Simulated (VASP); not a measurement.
# AgI (Iodargyrite): relaxation of cell and atoms with PBEsol

The system is AgI (Iodargyrite).

```xyz
4
Lattice="4.5900 0.0000 0.0000 -2.2950 3.9751 0.0000 0.0000 0.0000 7.5200" Properties=species:S:1:pos:R:3 pbc="T T T"
Ag    2.2950    1.3250    4.7376
Ag    0.0000    2.6500    0.9776
I     2.2950    1.3250    0.0000
I     0.0000    2.6500    3.7600
```

- Program: VASP 6.6.1
- Task: relaxation of cell and atoms
- Functional: PBEsol
- Potentials or basis: VASP PAW PBE potentials, release 64 (Ag, I)
- Cutoff: 600 eV
- k mesh: 9 × 9 × 4
- Occupations: gaussian, width 0.03 eV
- Spin: no spin polarisation
- Further INCAR settings: ALGO = Normal; EDIFF = 1e-06; IBRION = 2; EDIFFG = -0.01; NSW = 90; ISIF = 3

```
Relaxed volume                         : 33.49 Å³/atom
Relaxed cell                           : a = 4.554 Å, b = 4.554 Å, c = 7.460 Å, α = 90.00°, β = 90.00°, γ = 120.00°
Space group after relaxing (to 0.05 Å) : P6_3mc (No. 186)
Energy gained by relaxing              : 2.6 meV/atom
Ionic steps                            : 16
Pressure after relaxing                : 0.0 GPa
Largest force after relaxing           : 0.004 eV/Å
Band gap on the k mesh                 : 1.23 eV, direct
```

Forces in eV/Å, atoms in the order of the input:
```
Ag   0.000  0.000 -0.004
Ag   0.000  0.000 -0.004
I    0.000  0.000  0.004
I    0.000  0.000  0.004
```

The path:
| step | energy change (eV) | largest force (eV/Å) | pressure (GPa) | volume (Å³) |
| --- | --- | --- | --- | --- |
| 1 | 0.0000 | 0.0789 | -0.76 | 137.21 |
| 2 | -0.0096 | 0.0394 | -0.03 | 133.99 |
| 3 | -0.0097 | 0.0346 | 0.09 | 133.65 |
| 4 | -0.0097 | 0.0364 | 0.07 | 133.77 |
| 5 | -0.0097 | 0.0379 | 0.02 | 133.88 |
| 6 | -0.0099 | 0.0215 | 0.00 | 133.99 |
| 7 | -0.0100 | 0.0090 | -0.03 | 134.07 |
| 8 | -0.0100 | 0.0120 | -0.03 | 134.05 |
| 9 | -0.0101 | 0.0092 | 0.01 | 133.96 |
| 10 | -0.0102 | 0.0020 | 0.05 | 133.70 |
| 11 | -0.0103 | 0.0046 | 0.03 | 133.80 |
| 12 | -0.0105 | 0.0111 | 0.00 | 134.03 |
| 13 | -0.0105 | 0.0125 | -0.03 | 134.08 |
| 14 | -0.0105 | 0.0117 | -0.01 | 134.05 |
| 15 | -0.0105 | 0.0117 | -0.02 | 134.04 |
| 16 | -0.0105 | 0.0040 | 0.01 | 133.97 |

Final structure:
```
CELL_PARAMETERS angstrom
4.55373 0.00000 0.00000
-2.27686 3.94364 0.00000
0.00000 0.00000 7.46025
ATOMIC_POSITIONS crystal
Ag 0.66667 0.33333 0.62792
Ag 0.33333 0.66667 0.12792
I 0.66667 0.33333 0.00208
I 0.33333 0.66667 0.50208
```

Levels at points of the mesh, in eV from the valence-band top:
| k point | band 15 | band 16 | band 17 | band 18 | band 19 | band 20 | band 21 | band 22 |
| --- | --- | --- | --- | --- | --- | --- | --- | --- |
| (0.00, 0.00, 0.00) | -0.76 | -0.07 | 0.00 | 0.00 | 1.23 | 2.52 | 5.64 | 5.64 |
| (0.00, 0.00, 0.50) | -0.39 | -0.39 | -0.39 | -0.39 | 2.56 | 2.56 | 5.52 | 5.52 |

It took 8.9 min on 1 thread of AMD EPYC 9R45 96-Core Processor (Zen 5) (shared host), peak memory 0.37 GiB.

Caveat: the PAW data sets were made with another functional, which shifts forces and pressure a little; spin-orbit coupling is left out, which moves the levels of the heavy elements. As with any semilocal functional, this PBEsol gap is likely too small.
